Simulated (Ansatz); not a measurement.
# MnO2 (Pmmn) in Ansatz: relaxation of cell and atoms with r2SCAN

Aim: the relaxation of cell and atoms of MnO2 with r2SCAN.

All numbers are computed with Ansatz 0.2.0; they aren't measurements. Logs are shortened: lines on timing, memory, paths and dates and some standing lists are left out, and cuts for length are marked.

### 1 The structure

It takes space group Pmmn (No. 59, orthorhombic). Conventional cell: a = 2.904 Å, b = 3.845 Å, c = 6.164 Å, α = 90.00°, β = 90.00°, γ = 90.00°. Around Mn (site symmetry mm2) lie 6 O at 1.83 to 2.05 Å. Around O (site symmetry mm2) lie 2 Mn at 1.83 Å. O (site symmetry mm2) has 4 Mn at 1.98 to 2.05 Å as nearest neighbours.

Measurements of this composition are mostly on another form, of space group No. 136.

### 2 Relaxation of cell and atoms, r2SCAN, collinear spin, ferromagnetic start

Input file input.yaml:

```yaml
crystal:
  lattice:
    - [2.904158, 0.0, 0.0]
    - [0.0, 3.84481, 0.0]
    - [0.0, 0.0, 6.164264]
  atoms:
    - { symbol: Mn, position: [0.5, 0.5, 0.3433015], spin: 4.0 }
    - { symbol: Mn, position: [0.0, 0.0, 0.6566985], spin: 4.0 }
    - { symbol: O, position: [0.5, 0.0, 0.8375675] }
    - { symbol: O, position: [0.0, 0.5, 0.1624325] }
    - { symbol: O, position: [0.5, 0.0, 0.4217995] }
    - { symbol: O, position: [0.0, 0.5, 0.5782005] }
hamiltonian:
  xc: r2scan
  pseudopotentials: { kind: paw }
magnetization:
  spin_polarized: true
kpoints:
  mp_grid: { grid: [9, 7, 5] }
scf:
  occupations: { method: fermi_dirac, width: 0.05 }
output:
  forces: true
  stress: true
  eigenvalues: true
relax:
  f_tol: 0.01
  max_steps: 40
  cell: { stress_tol: 0.05 }
```

Potentials or basis: Ansatz PAW.

On the command line:

```console
> ansatz run input.yaml --threads 2 --pin off --max-ram 5632MiB --backend cpu --events-out ev --progress --plain --runs-dir out
```

Log:

```text
Warning: RAYON_NUM_THREADS=2 ignored (pool sized by the plan → 2); use --threads N
Engine: ansatz 0.2.0, x86_64-unknown-linux-gnu
Pseudopotentials: kind: paw
Pseudopotential: Mn, paw, valence charge 15, recommended cutoff 500 eV (meta_gga), Mn.paw.azcp
Pseudopotential: O, paw, valence charge 6, recommended cutoff 500 eV (meta_gga), O.paw.azcp
Functional definition: r2SCAN
  parameter k0 = 0.174
  parameter k1 = 0.065
  parameter a1 = 4.9479
  exchange = r2scan_x(k0 = k0, k1 = k1, a1 = a1)
  correlation = r2scan_c
Crystal: 6 atoms, lattice volume = 68.830 Å³
Basis set: ecut = 500 eV, 1731 PW (Γ), exchange–correlation on 96×120×180 points (64 copies of the dense FFT grid, shifted against one another)
Bands: 38, of which v1, the nominal top of the filled ones, is band 27 counted from 1 (26 counted from 0)
Symmetry: 8 space group operations
Space group: Pmmn (ITA 59), of the structure as read, at distance tolerance 4.1e-5 Å
Magnetic group: BNS 59.405 (UNI 503), of the structure as read, at distance tolerance 4.1e-5 Å
k-points: 60 of 315
Non-local potential: Mn, projectors of the file, l = 0: 3, l = 1: 2, l = 2: 3, l = 3: 1
Non-local potential: O, projectors of the file, l = 0: 2, l = 1: 2, l = 2: 1
PAW form: soft (Blöchl's): semilocal exchange-correlation on the pseudo side does not see the compensation charge
PAW frozen core: Mn, regenerated for the run's functional (the file was generated under x = pbe(κ = 0.804, μ = 0.2195149727645171), c = pbe(β = 0.06672455060314922))
PAW frozen core: O, regenerated for the run's functional (the file was generated under x = pbe(κ = 0.804, μ = 0.2195149727645171), c = pbe(β = 0.06672455060314922))
PAW one-centre angular grid: Mn, 590 points (default); XC on 160 Gauss nodes
PAW one-centre angular grid: O, 302 points (default); XC on 160 Gauss nodes
Initial density: superposition of atomic densities (chi_scale 0.1, normalization cell, long waves kept (reshape's long-wave potential 0.46 eV rms))
Starting moments: Σ|m| = 8 μB on 2 of 6 sites
Initial wavefunctions: pseudopotential atomic-orbital guess
Functional: x = r2scan, c = r2scan; τ floored in thin density (d = 2e-4 eV/Å³)
SCF iter   1: F=—  HF=-10081.241801 eV  |F-HF|=—  |Δ(HF+E_count)|=         —  Δρ=8.32e-2 (↑8.32e-2 ↓5.31e-2)  dr2=1.37e1  dr2_τ=1.27e-1  dr2_m=7.26e-1  M=6.000 μB ∫|m|=8.004 μB  β_m=1.00  ethr=3.10e-3  ⟨swp⟩=6.3  Hψ=18279  notcnv=0
Mixer restart at iter 1: flushing history
preconditioner: auto → Kerker (q_TF=auto, 2.620 Å⁻¹)  [metal: Δε(μ)=0.013 eV  Ē_g=13.038 eV  σ=0.050 eV  W_gap=0.06  n_scr=20 (ndim 8)  ℏωp=27.6 eV  f_vac=0.089  D(μ)=2.49/eV (n_scr^D=16)]
spin=Collinear: Kerker preconditioning applied to the charge; magnetization (m = ρ↑ − ρ↓) channel mixes plain (no charge-response kernel on spin).
SCF iter   2: F=—  HF=-10082.030064 eV  |F-HF|=—  |Δ(HF+E_count)|=   7.88e-1  Δρ=3.04e-2 (↑2.48e-2 ↓3.04e-2)  dr2=2.74e0  dr2_τ=5.07e-2  dr2_m=7.91e-2  M=6.000 μB ∫|m|=7.691 μB  β_m=1.00  ethr=3.10e-3  ⟨swp⟩=3.1  Hψ=10130  notcnv=0  defer=278  κ⁻¹=1.0e0(r=1)
SCF iter   3: F=—  HF=-10082.312857 eV  |F-HF|=—  |Δ(HF+E_count)|=   2.83e-1  Δρ=1.97e-2 (↑1.97e-2 ↓1.75e-2)  dr2=1.11e0  dr2_τ=9.71e-3  dr2_m=3.70e-2  M=6.000 μB ∫|m|=7.362 μB  β_m=1.00  ethr=3.10e-3  ⟨swp⟩=2.0  Hψ=5962  notcnv=0  defer=316  κ⁻¹=3.1e-2(r=2)
SCF iter   4: F=—  HF=-10082.442628 eV  |F-HF|=—  |Δ(HF+E_count)|=   1.30e-1  Δρ=1.01e-2 (↑9.08e-3 ↓1.01e-2)  dr2=5.11e-1  dr2_τ=3.14e-3  dr2_m=2.26e-3  M=6.000 μB ∫|m|=7.045 μB  β_m=1.00  ethr=2.05e-3  ⟨swp⟩=3.2  Hψ=8356  notcnv=0  defer=336  κ⁻¹=8.4e-3(r=3)
SCF iter   5: F=—  HF=-10082.522234 eV  |F-HF|=—  |Δ(HF+E_count)|=   7.96e-2  Δρ=7.06e-3 (↑7.06e-3 ↓6.60e-3)  dr2=2.28e-1  dr2_τ=1.86e-3  dr2_m=1.48e-3  M=6.000 μB ∫|m|=6.789 μB  β_m=1.00  ethr=9.47e-4  ⟨swp⟩=3.5  Hψ=9103  notcnv=0  defer=369  κ⁻¹=2.6e-3(r=4)
SCF iter   6: F=—  HF=-10082.461576 eV  |F-HF|=—  |Δ(HF+E_count)|=         —  Δρ=1.13e-2 (↑1.13e-2 ↓5.89e-3)  dr2=1.65e-1  dr2_τ=2.48e-3  dr2_m=8.75e-3  M=6.000 μB ∫|m|=6.492 μB  β_m=1.00  ethr=4.22e-4  ⟨swp⟩=3.6  Hψ=8466  notcnv=0  defer=372
Mixer restart at iter 6: flushing history
SCF iter   7: F=—  HF=-10082.514817 eV  |F-HF|=—  |Δ(HF+E_count)|=   5.32e-2  Δρ=5.40e-3 (↑5.40e-3 ↓4.46e-3)  dr2=6.51e-2  dr2_τ=9.69e-4  dr2_m=8.70e-4  M=6.000 μB ∫|m|=6.463 μB  β_m=1.00  ethr=3.05e-4  ⟨swp⟩=2.0  Hψ=5523  notcnv=0  defer=373  κ⁻¹=1.0e0(r=1)
[... 114 lines left out ...]
SCF iter   8: F=—  HF=-10082.837969 eV  |F-HF|=—  |Δ(HF+E_count)|=   3.58e-7  Δρ=1.48e-6 (↑1.36e-6 ↓1.48e-6)  dr2=3.38e-9  dr2_τ=4.62e-11  dr2_m=6.66e-11  M=6.000 μB ∫|m|=6.248 μB  β_m=1.00  ethr=4.00e-11  ⟨swp⟩=2.5  Hψ=8228  notcnv=0  κ⁻¹=1.9e-5(r=7)
SCF iter   9: F=—  HF=-10082.837969 eV  |F-HF|=—  |Δ(HF+E_count)|=   5.97e-8  Δρ=7.74e-7 (↑5.58e-7 ↓7.74e-7)  dr2=4.86e-10  dr2_τ=1.23e-11  dr2_m=5.93e-11  M=6.000 μB ∫|m|=6.248 μB  β_m=1.00  ethr=6.25e-12  ⟨swp⟩=2.5  Hψ=8254  notcnv=0  κ⁻¹=2.6e-6(r=8)
SCF iter  10: F=—  HF=-10082.837969 eV  |F-HF|=—  |Δ(HF+E_count)|=   1.02e-8  Δρ=2.02e-7 (↑1.87e-7 ↓2.02e-7)  dr2=4.22e-11  dr2_τ=1.42e-12  dr2_m=2.10e-12  M=6.000 μB ∫|m|=6.248 μB  β_m=1.00  ethr=1.00e-12  ⟨swp⟩=2.5  Hψ=8475  notcnv=0  κ⁻¹=4.0e-6(r=8)
SCF iter  11: F=—  HF=-10082.837969 eV  |F-HF|=—  |Δ(HF+E_count)|=  9.17e-10  Δρ=7.72e-8 (↑7.72e-8 ↓7.71e-8)  dr2=5.22e-12  dr2_τ=2.17e-13  dr2_m=4.00e-13  M=6.000 μB ∫|m|=6.248 μB  β_m=1.00  ethr=1.00e-12  ⟨swp⟩=2.6  Hψ=7664  notcnv=0  κ⁻¹=3.5e-6(r=8)
SCF iter  12: F=-10082.837969 eV  HF=-10082.837969 eV  |F-HF|=0.00e0  |Δ(HF+E_count)|=  8.73e-11  Δρ=6.78e-8 (↑4.93e-8 ↓6.78e-8)  dr2=6.88e-12  dr2_τ=9.26e-14  dr2_m=2.25e-13  M=6.000 μB ∫|m|=6.248 μB  ethr=1.00e-12  ⟨swp⟩=3.1  Hψ=16893  notcnv=0
SCF 7 converged in 12 iterations: F = -10082.837969 eV  dr2 = 6.88e-12
relax step   7: F+E_penalty+E_count = -10082.83796932 eV  Δ(F+E_penalty+E_count) = +4.892e-3 eV  max|allowed force component| = 4.708e-3 eV/Å  Δτ_max = 0.0000 Å  P = +0.035 GPa  Ω = 63.464 Å³  stress off target by 4.07e-2 GPa  SCF on the basis re-selected at this cell (its energy is not comparable with the rows above)  (12 SCF iters)
basis re-selected at this cell: Δ(F+E_penalty+E_count) = +4.892e-3 eV, ΔP = +0.032 GPa vs the last step (what re-selecting the basis moved, of the pressure what is left beyond the Pulay correction that the steps carried, after the strain that the cell walked since its last selection, with what the two solves' SCF thresholds leave and, on support functions, any second-order correction that the steps lacked; it is no measure of the basis error at this ecutwfc). This SCF's stress stands 4.07e-2 GPa from its target on what of the cell is left free (relax.cell.stress_tol is 5.00e-2 GPa) and its largest allowed force component is 4.71e-3 eV/Å (relax.f_tol is 1.00e-2 eV/Å): within both
an SCF from antiferromagnetic starting moments (-4.00, 4.00, 0.00, 0.00, 0.00, 0.00 Bohr magnetons, atom by atom) was not made, so that it is not known whether that order lies lower: the deck asks for what bars it, or types moments that do (magnetization.spin_polarized, in the input reference, names some of the keys), or the run goes by scf.lower_state_search: light, the default, which as a rule tries one only behind a close that has lost an order of both signs, or on which an open d or half-filled 4f shell of a PAW file has lost a moment that was set nearer to Hund's than to what is left; or, under a Hubbard U, one that names an f shell that the input leaves bare beside given moments, or a larger moment for a shell of low spin that is given one. standard, with a start from the atoms, tries one behind each close (in a relaxation, ahead of its steps or at their end). To set out from that order, type those moments (crystal.atoms[].spin; where shells were raised to Hund's moment, beside crystal.symmetry.detect: false) under scf.lower_state_search: light. The bands of the close that named these starting moments, or of the one ahead of a search that led to it (under cold or Methfessel-Paxton smearing those of the Gaussian ahead of it) read a cost of +10.57 meV for the turn to them, carried on from a small turn (+10.57 by the pairs of d shells alone)
SCF converged after 12 iterations
Stability not checked: this state was not tested for a lower state beside it, because the mixer in use, unlike msr1, does not test its closes by its own steps (another_mixer; see scf.mixing.algorithm and scf.lower_state_search)
Magnetization: 6.0000 μB (30.0000 up, 24.0000 down)
Absolute magnetization: 6.2692 μB (∫|ρ↑−ρ↓|, with the PAW one-centre terms)
Spin contamination: 0.0907 ħ² per cell (⟨S²⟩ above its minimum at these occupations)
Per-site moments (μB) at R_I (Å): [(2.4044273208270086, 0.735586213276143), (2.404427320827009, 0.7355862132761434), (0.12578460612869255, 0.7355862132761434), (0.1257846061286926, 0.735586213276143), (0.01353425589208968, 0.7966004223055233), (0.013534255892089314, 0.7966004223055233)]
Free energy (F): -10082.837969 eV
Harris-Foulkes:  -10082.837969 eV  (|F-HF|=0.00e0)
Internal energy: -10082.836989 eV  (E = F + TS)
E sigma→0 (E₀):  -10082.837479 eV
Entropy (-TS):   -0.000980 eV (-0.163 meV/atom)
Fermi energy:    8.523754 eV
--- Per-component energies (eV) ---
  E_band       = -767.210337
  E_kinetic    = 1302.377179
  E_local      = -7057.392312  (includes V_loc(G=0)·N_el)
  E_nonlocal   = 668.182345
  E_hartree    = 2884.916323
  E_xc         = -511.748129
  E_vxc        = -743.625008  (∫ρ·V_xc dr)
  E_paw        = -3249.716095  (= ΣΔE_a)
  E_vpaw       = -755.645489  (= ΣTr[D̂ρ^β])
  E_aug_tail   = 0.004073  (compensation charges beyond the density's cutoff)
  E_vtau       = 49.056060  (kinetic-family band-sum trace: ∫τ·v_τ [+ j·A + Jᵃ·Aᵃ] dr)
  E_ewald      = -4118.766522
  E_core_change = -0.693850  (= ΣΔE_core)
  E_smearing   = -0.000980  (= −TS)
  E_closure    = -0.000000  (closes the sum)
  Σ components = -10082.837969   (vs F -10082.837969, Δ=0.00e0)
--- Forces (eV/Å), atoms counted from 1 ---
  atom   1  Mn     0.00000000     0.00000000    -0.00470788
  atom   2  Mn    -0.00000000    -0.00000000     0.00470788
  atom   3  O      0.00000000    -0.00000000    -0.00164677
  atom   4  O      0.00000000     0.00000000     0.00164677
  atom   5  O     -0.00000000     0.00000000    -0.00066874
  atom   6  O      0.00000000    -0.00000000     0.00066874
  max |Σ_I F_I| component: 9.76e-19 eV/Å
--- Stress (GPa, compression-positive) ---
        0.035798      -0.000000       0.000000
       -0.000000       0.040671       0.000000
        0.000000       0.000000       0.028193
  P = ⅓ Tr σ = 0.0349 GPa (0.349 kbar)
--- Band table (eV; the first three rows and the last of 120) ---
  k-point 0 ↑: bands = ["-76.9780", "-76.9700", "-44.4874", "-44.4521", "-44.4442", "-44.4036", "-44.3396", "-44.3237", "-13.0629", "-11.2367", "-10.5595", "-10.5589", "0.6441", "1.5289", "1.6498", "2.2619", "2.8460", "3.7741", "4.1072", "4.1960", "4.8235", "4.8934", "5.1377", "5.1531", "5.1835", "6.4636", "6.9193", "7.2616", "8.0298", "8.2498", "9.3185", "9.4346", "11.2100", "11.5416", "15.6825", "19.1625", "20.4014", "22.1116"]
  k-point 1 ↑: bands = ["-76.9780", "-76.9700", "-44.4874", "-44.4521", "-44.4442", "-44.4036", "-44.3396", "-44.3237", "-13.0527", "-11.2365", "-10.7366", "-10.3943", "0.6441", "1.4524", "1.8078", "2.2744", "2.8189", "3.7754", "3.9605", "4.3868", "4.8238", "4.9244", "5.0410", "5.1033", "5.1832", "6.4532", "6.8375", "7.3330", "7.9091", "8.3623", "9.1708", "9.5442", "11.1447", "11.5973", "16.0062", "18.7666", "20.6043", "22.1462"]
  k-point 2 ↑: bands = ["-76.9780", "-76.9700", "-44.4874", "-44.4521", "-44.4441", "-44.4037", "-44.3396", "-44.3238", "-13.0356", "-11.2363", "-10.8533", "-10.2981", "0.6442", "1.4217", "1.9719", "2.2971", "2.7734", "3.8029", "3.8599", "4.5826", "4.8242", "4.8294", "4.9747", "5.0242", "5.1827", "6.4355", "6.7646", "7.3846", "7.7894", "8.4686", "9.0514", "9.6150", "11.0639", "11.6627", "16.8298", "17.8573", "21.0995", "21.9189"]
  k-point 59 ↓: bands = ["-72.9590", "-72.9586", "-40.7463", "-40.7455", "-40.3509", "-40.3492", "-40.2828", "-40.2807", "-11.3881", "-11.3153", "-10.0555", "-10.0435", "0.9697", "1.0784", "3.0254", "3.1533", "3.4060", "3.6885", "4.0063", "4.3757", "5.6180", "5.6348", "6.4743", "6.5037", "9.7733", "9.7909", "10.4074", "10.4325", "11.1862", "11.2258", "11.7802", "11.8741", "12.3448", "12.4505", "21.2994", "21.5297", "22.4731", "23.1820"]
--- Relaxed structure (6 steps of the walk, 6 accepted, 1 SCFs on fresh bases) ---
  F+E_penalty+E_count = -10082.83796932 eV   max|allowed force component| = 4.708e-3 eV/Å   (the final SCF, on the basis selected at the relaxed cell)
  cell:  # Å, volume = 63.4644 Å³
    - [2.8183280303542992, -3.0398756033985607e-33, 9.094080618070417e-18]
    - [-4.42538200287796e-33, 3.7538776707853403, 2.6876964965419296e-33]
    - [1.930277683482415e-17, 4.3090999962441686e-33, 5.998715771576657]
  atoms:
    - { symbol: Mn, position: [0.5, 0.5000000000000001, 0.34166326441106215] }
    - { symbol: Mn, position: [-1.9302678634199307e-19, 7.226768501391921e-35, 0.6583367355889379] }
    - { symbol: O, position: [0.5, 9.144340648873179e-34, 0.8405080964060241] }
    - { symbol: O, position: [3.4647878364770156e-19, 0.5000000000000001, 0.15949190359397616] }
    - { symbol: O, position: [0.5, -8.426881682128486e-35, 0.4174075604556288] }
    - { symbol: O, position: [-5.174847755614174e-19, 0.5000000000000001, 0.5825924395443713] }
```

Wall time 95 s (2 threads of Intel Xeon 6975P-C (Granite Rapids), shared host); peak memory 0.75 GiB.

What came out:

- Free energy: -10082.8380 eV
- Relaxed volume: 10.58 Å³/atom
- Relaxed cell: a = 2.818 Å, b = 3.754 Å, c = 5.999 Å, α = 90.00°, β = 90.00°, γ = 90.00°
- Space group after relaxing (to 0.05 Å): Pmmn (No. 59)
- Energy gained by relaxing: 35.1 meV/atom
- Ionic steps: 7
- Pressure after relaxing: 0.0 GPa
- Largest force after relaxing: 0.005 eV/Å
- Band gap on the k mesh: 0.14 eV, indirect (least direct gap 0.58 eV)
- Net moment: 6.00 μB per cell
- Absolute moment: 6.27 μB per cell
- Site moments: Mn +2.40; O +0.13, +0.01 μB

Forces in eV/Å, atoms in the order of the input:
```
Mn   0.000  0.000 -0.005
Mn   0.000  0.000  0.005
O    0.000  0.000 -0.002
O    0.000  0.000  0.002
O    0.000  0.000 -0.001
O    0.000  0.000  0.001
```

Step by step:
```csv
step,energy change (eV),largest force (eV/Å),volume (Å³)
1,0.0000,1.0570,68.83
2,-0.1699,0.6514,65.24
3,-0.2140,0.0775,62.72
4,-0.2152,0.0238,63.44
5,-0.2153,0.0067,63.43
6,-0.2153,0.0057,63.46
7,-0.2104,0.0047,63.46
```

Final structure:
```xyz
6
Lattice="2.8183 0.0000 0.0000 0.0000 3.7539 0.0000 0.0000 0.0000 5.9987" Properties=species:S:1:pos:R:3 pbc="T T T"
Mn    1.4092    1.8769    2.0495
Mn    0.0000    0.0000    3.9492
O     1.4092    0.0000    5.0420
O     0.0000    1.8769    0.9567
O     1.4092    0.0000    2.5039
O     0.0000    1.8769    3.4948
```

Levels at points of the mesh, in eV from the valence-band top:
Spin up:
| k point | band 28 | band 29 | band 30 | band 31 | band 32 | band 33 |
| --- | --- | --- | --- | --- | --- | --- |
| (0.00, 0.00, 0.00) | -1.21 | -0.44 | -0.22 | 0.85 | 0.97 | 2.74 |
Spin down:
```csv
k point,band 21,band 22,band 23,band 24,band 25,band 26,band 27,band 28
"(0.00, 0.00, 0.00)",-2.78,-2.37,-2.13,-1.83,1.06,1.61,1.68,1.88
```

Caveat: the magnetic or orbital state may not be the lowest; odd divisions of the mesh miss points on the zone boundary, where band edges often lie, so the gap on the mesh can be too wide; the plane-wave basis is chosen anew once the cell has moved, so the energies of steps on either side of that aren't comparable; only a ferromagnetic start was run, and an antiferromagnetic order may lie lower in energy; the PAW data sets come from PBE, with cores solved anew for the run's functional, which leaves a small shift of forces and pressure.
